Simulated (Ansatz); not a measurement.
**Lattice vibrations of TiO₂ at Γ**

Method: Ansatz 0.2.0, DFT PBE+D3(BJ), scalar-relativistic, plane waves, PAW. Settings: 420 eV plane-wave cutoff, Γ-centred 8×8×6 mesh, fixed occupations. No spin polarisation. Phonons by linear response, acoustic sum rule imposed.

Relaxed structure:
```yaml
crystal:
  lattice:
    - [4.49734, -1.49413, -0.01279]
    - [4.49734, 1.49413, -0.01279]
    - [-0.89709, 0.00000, 5.08134]
  atoms:
    - { symbol: Ti, position: [0.27337, 0.27337, 0.26246] }
    - { symbol: Ti, position: [0.72663, 0.72663, 0.73754] }
    - { symbol: O, position: [0.64294, 0.64294, 0.38061] }
    - { symbol: O, position: [0.13900, 0.13900, 0.88441] }
    - { symbol: O, position: [0.35706, 0.35706, 0.61939] }
    - { symbol: O, position: [0.86100, 0.86100, 0.11559] }
```

The cell was found from a structure generator's guess, not taken from experiment.

Optical modes at Γ (transverse, no macroscopic field):
```tsv
frequency (meV)	degeneracy	IR intensity of the level ((D/Å)²/amu)
16.1	1	0.00
18.6	1	0.00
26.4	1	74.46
26.8	1	84.73
39.1	1	0.00
45.6	1	0.00
51.9	1	26.72
54.2	1	0.00
59.7	1	0.00
60.9	1	15.94
61.0	1	0.00
64.5	1	14.96
75.1	1	0.00
79.1	1	0.00
83.4	1	4.83
```

All 15 optical modes at Γ are real: no displacement of atoms at fixed cell lowers the energy to second order. Strains and modes at other wave vectors aren't tested by this run.

| Quantity | Value |
| --- | --- |
| Electronic dielectric constant ε∞ (principal values) | 3.14, 6.80, 7.12 |
| Static dielectric constant ε0 (principal values) | 4.5, 61.1, 68.7 |
| Refractive index √ε∞, mean | 2.39 |
| Kohn–Sham gap on the mesh | 2.73 eV |
| Cost | 11 min on 1 thread of Arm Neoverse V2 (shared host), peak memory 1.8 GiB |

Born effective charges (e):
```tsv
atom	Z*xx	Z*yy	Z*zz	mean
Ti (atom 1)	2.29	6.71	6.27	5.09
O (atom 3)	-1.22	-2.63	-3.15	-2.33
O (atom 4)	-1.07	-4.08	-3.12	-2.76
```
